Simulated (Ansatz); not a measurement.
PbS: stiffness from a series of strains

```xyz
4
Lattice="2.9405 -2.9000 0.0000 2.9405 2.9000 0.0000 -1.0800 0.0000 11.7093" Properties=species:S:1:pos:R:3 pbc="T T T"
Pb    3.8740    0.0000    7.4516
Pb    0.9270    0.0000    4.2577
S     0.9319    0.0000    7.0092
S     3.8690    0.0000    4.7001
```

Atoms are numbered in the order listed.

The cell is COD entry 2106944, as deposited and not checked against the literature; nothing was relaxed.

Spin–orbit coupling is left out, though it moves levels of the heavy atoms by tenths of an eV or more.

Computed with DFT, PBEsol, all-electron LAPW, scalar-relativistic in Ansatz 0.2.0.

Sampling and basis: a Γ-centred 7×7×3 k mesh, Fermi–Dirac smearing of 0.01 eV, basis error target 0.5 meV/atom, no spin polarisation.

The strain is applied along the Cartesian axes of the cell as listed (the other components stay zero). Fractional coordinates are held (clamped ions).

σ is the change of stress from the unstrained cell, which is at -1.07 GPa; tension is positive, so slopes are stress–strain coefficients at that pressure.

Only quantities that a quadratic follows smoothly over the whole series are listed; rougher ones are left out.

```tsv
εxx = εyy	σzz (GPa)	σxx (GPa)
-0.0300	-0.70	-2.57
-0.0200	-0.44	-1.61
-0.0100	-0.20	-0.76
0.0000	0.00	0.00
0.0200	0.34	1.25
0.0300	0.49	1.76
```

Q: Fit the series and read off the stiffness at zero strain.

A: Least-squares fits y = p0 + p1 x + p2 x² to the rows give σzz (GPa): p1 = 19.7, p2 = -120; σxx (GPa): p1 = 72, p2 = -450. So C13 + C23 = 20 GPa and C11 + C12 = 72 GPa, for these axes.

Q: One run, at εxx = εyy = 0.0100, is withheld. Predict its row.

A: The fits give 0.19, 0.68; the run gave 0.18, 0.67.
